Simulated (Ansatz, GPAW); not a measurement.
# Ca: programs and potentials compared

```
CELL_PARAMETERS angstrom
-2.20520 2.20520 2.19611
2.20520 -2.20520 2.19611
2.20520 2.20520 -2.19611
ATOMIC_POSITIONS crystal
Ca 0.50000 0.50000 0.00000
```

This isn't the form of Ca at room conditions, which is fcc.

Alike in all runs: task band structure; functional BLYP; dispersion D3(BJ); k mesh 9 × 9 × 9; occupations methfessel-paxton, width 0.1 eV; no spin polarisation; no spin-orbit coupling. Pressure is positive in compression and, in plane waves, holds the error of the finite cutoff, which Ansatz's Pulay term estimates and takes out.

```tsv
program and potentials	plane-wave cutoff (eV)	notes	pressure (GPa)
Ansatz, Ansatz PAW	420	potentials made for PBE, which Ansatz adapts in part	-2.13
Ansatz, all-electron LAPW, scalar-relativistic	-	-	?
GPAW, PAW data sets generated for this functional	600	-	-2.08
```

Q: Estimate from the other rows what the run with Ansatz, all-electron LAPW, scalar-relativistic gave.

A: Pressure -2.12 GPa. The other rows, which needn't bracket it: pressure -2.13 to -2.08.
